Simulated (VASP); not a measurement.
MgO (Periclase): relaxation of cell and atoms with PBEsol

The system is MgO (Periclase).

```
CELL_PARAMETERS angstrom
0.00000 2.10392 2.10392
2.10392 0.00000 2.10392
2.10392 2.10392 0.00000
ATOMIC_POSITIONS crystal
Mg 0.00000 0.00000 0.00000
O 0.50000 0.50000 0.50000
```

* Program: VASP 6.6.1
* Task: relaxation of cell and atoms
* Functional: PBEsol
* Potentials or basis: VASP PAW PBE potentials, release 64 (Mg, O)
* Cutoff: 600 eV
* k mesh: 12 × 12 × 12
* Occupations: gaussian, width 0.03 eV
* Spin: no spin polarisation
* Further INCAR settings: ALGO = Normal; EDIFF = 1e-07; IBRION = 2; EDIFFG = -0.005; NSW = 90; ISIF = 3

The pressure after relaxing is 0.0 GPa and the band gap on the k mesh is 4.66 eV, direct.

Final structure:
```xyz
2
Lattice="0.0000 2.1039 2.1039 2.1039 0.0000 2.1039 2.1039 2.1039 0.0000" Properties=species:S:1:pos:R:3 pbc="T T T"
Mg    0.0000    0.0000    0.0000
O     2.1039    2.1039    2.1039
```

Levels at points of the mesh, in eV from the valence-band top:
```csv
k point,band 2,band 3,band 4,band 5,band 6,band 7
"(0.00, 0.00, 0.00)",0.00,0.00,0.00,4.66,15.65,15.65
"(0.50, 0.00, 0.00)",-4.69,-0.67,-0.67,7.77,12.54,16.21
"(0.50, 0.50, 0.00)",-4.16,-1.37,-1.37,8.93,9.91,13.00
```

Wall time 5.6 s on 1 thread of Intel(R) Xeon(R) Platinum 8488C (Sapphire Rapids) (shared host), peak memory 0.15 GiB.

Caveat: the relaxation stopped at its first step, so nothing moved; the PAW data sets were made with another functional, which shifts forces and pressure a little. Expect the measured gap to be larger: semilocal functionals such as PBEsol lack the derivative discontinuity.
